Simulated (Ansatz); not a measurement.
Two Ansatz runs on O

The cell comes from COD entry 1528336, which wasn't checked; take it as a given geometry. The listed cell was then made from it by scaling, straining or moving an atom.

First run: DFT, PBE, PAW with Ansatz's default frozen-core files, scalar-relativistic (Ansatz 0.2.0).

Command: `ansatz run input.yaml --threads 1 --pin off --max-ram 2048MiB --backend cpu --events-out ev --progress --plain --runs-dir out` The run took about 4.7 s on 1 thread of a shared machine.

```yaml
crystal:
  lattice:
    - [2.7544840398, -1.748126184, 0.0]
    - [2.7544840398, 1.748126184, 0.0]
    - [-2.0035289999, 0.0, 3.8214986623]
  atoms:
    - { symbol: O, position: [0.064, 0.064, 0.153] }
    - { symbol: O, position: [0.936, 0.936, 0.847] }
kpoints:
  mp_grid: { grid: [11, 11, 8] }
scf:
  occupations: { method: fermi_dirac, width: 0.01 }
hamiltonian:
  xc: pbe
  pseudopotentials: { kind: paw }
output:
  forces: true
  stress: true
  eigenvalues: true
  efg: { contact_densities: true }
```

Result: converged; pressure 3.40 GPa; largest force 3.518 eV/Å; no gap on the k mesh; 7 SCF iterations.

Solid oxygen carries moments on its molecules; these runs leave spin out.

A second input differs as follows:

```diff
@@ -11,4 +11,6 @@
 scf:
   occupations: { method: fermi_dirac, width: 0.01 }
+  convergence: { dr2_threshold: 1.0e-20 }
+  max_iter: 75
 hamiltonian:
   xc: pbe
```

Problem. Does the change harm the result?

Solution. Not here: the run converged; energy at zero smearing 0.0 meV/atom from the first run; pressure 3.40 GPa; largest force 3.518 eV/Å; no gap on the k mesh; 16 SCF iterations, so the odd setting did no harm in this case.
